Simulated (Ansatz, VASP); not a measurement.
**SnSe in VASP and in Ansatz**

File INCAR:

```
SYSTEM = SnSe
ALGO = Normal
EDIFF = 1E-6
ENCUT = 520
GGA = PE
ISIF = 2
ISMEAR = 0
LASPH = .TRUE.
LCHARG = .FALSE.
LREAL = .FALSE.
LWAVE = .FALSE.
NBANDS = 17
NELM = 100
PREC = Accurate
SIGMA = 0.1
```

Contents of KPOINTS:

```
k-points
0
G
  12 12 12
  0 0 0
```

File POSCAR:

```
SnSe
1.0
    3.7984044713      0.0000000000      0.0000000000
    0.0000000000      3.7984044713      0.0000000000
    0.0000000000      0.0000000000      3.7984044713
Sn Se
1 1
Direct
    0.5000000000      0.5000000000      0.5000000000
    0.0000000000      0.0000000000      0.0000000000
```

Input for Ansatz:

```yaml
crystal:
  lattice:
    - [3.7984044713, 0.0, 0.0]
    - [0.0, 3.7984044713, 0.0]
    - [0.0, 0.0, 3.7984044713]
  atoms:
    - { symbol: Sn, position: [0.5, 0.5, 0.5] }
    - { symbol: Se, position: [0.0, 0.0, 0.0] }
basis:
  ecutwfc: 420
kpoints:
  mp_grid: { grid: [12, 12, 12] }
hamiltonian:
  xc: pbe
scf:
  occupations: { method: gaussian, width: 0.1 }
output:
  forces: true
  stress: true
  eigenvalues: true
```

Alike in both runs: task single point; functional PBE; k mesh 12 × 12 × 12; occupations gaussian, width 0.1 eV; no spin polarisation.

|  | VASP | Ansatz |
| --- | --- | --- |
| version | VASP 6.6.1 | Ansatz 0.2.0 |
| potentials or method | VASP PAW PBE potentials, release 64 (Sn_d, Se) | scalar-relativistic, plane waves, PAW |
| plane-wave cutoff (eV) | 520 | 420 |
| valence electrons in the cell | 20 | 30 |

```csv
,VASP,Ansatz,Ansatz less VASP
gap on the k mesh at the Fermi level (eV),none,none,-
pressure (GPa),-3.9,-3.9,+0.01
```

A gap of «none» marks a metal or a gap that the smearing closes. The two sets of potentials don't hold the same shells in valence.
